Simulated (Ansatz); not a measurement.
Space group P6_3/mmc (No. 194). a = 3.868 Å, b = 3.868 Å, c = 4.917 Å, α = 90.00°, β = 90.00°, γ = 120.00°
| atom | site | symmetry | x | y | z |
| --- | --- | --- | --- | --- | --- |
| Si | 2d | -6m2 | 0.3333 | 0.6667 | 0.7500 |
| Ni | 2a | -3m. | 0.0000 | 0.0000 | 0.0000 |
| Ni | 2c | -6m2 | 0.3333 | 0.6667 | 0.2500 |

Equation of state of this SiNi2 structure (not necessarily the ground state), with shape and atoms relaxed at each volume where symmetry leaves them free. It has no gap at any of these volumes. Computed with Ansatz 0.2.0, DFT PBEsol, scalar-relativistic, plane waves, PAW.

Settings: cutoff 420 eV, Γ-centred mesh 12×12×8 on the computed 6-atom cell, Gaussian smearing of 0.10 eV; no spin polarisation.

```json
{"V (Å³/atom)": "9.346", "E − E(largest V) (meV/atom)": "74.08", "P (GPa)": "38.81"}
{"V (Å³/atom)": "9.665", "E − E(largest V) (meV/atom)": "9.55", "P (GPa)": "26.50"}
{"V (Å³/atom)": "9.984", "E − E(largest V) (meV/atom)": "-32.49", "P (GPa)": "16.12"}
{"V (Å³/atom)": "10.302", "E − E(largest V) (meV/atom)": "-55.54", "P (GPa)": "7.37"}
{"V (Å³/atom)": "10.621", "E − E(largest V) (meV/atom)": "-62.59", "P (GPa)": "-0.01"}
{"V (Å³/atom)": "10.939", "E − E(largest V) (meV/atom)": "-56.15", "P (GPa)": "-6.23"}
{"V (Å³/atom)": "11.258", "E − E(largest V) (meV/atom)": "-38.33", "P (GPa)": "-11.47"}
{"V (Å³/atom)": "11.683", "E − E(largest V) (meV/atom)": "0.00", "P (GPa)": "-17.16"}
```

Fit a third-order Birch–Murnaghan equation to E(V).

V0 = 10.62 Å³/atom, B0 = 225 GPa, B0' = 4.7.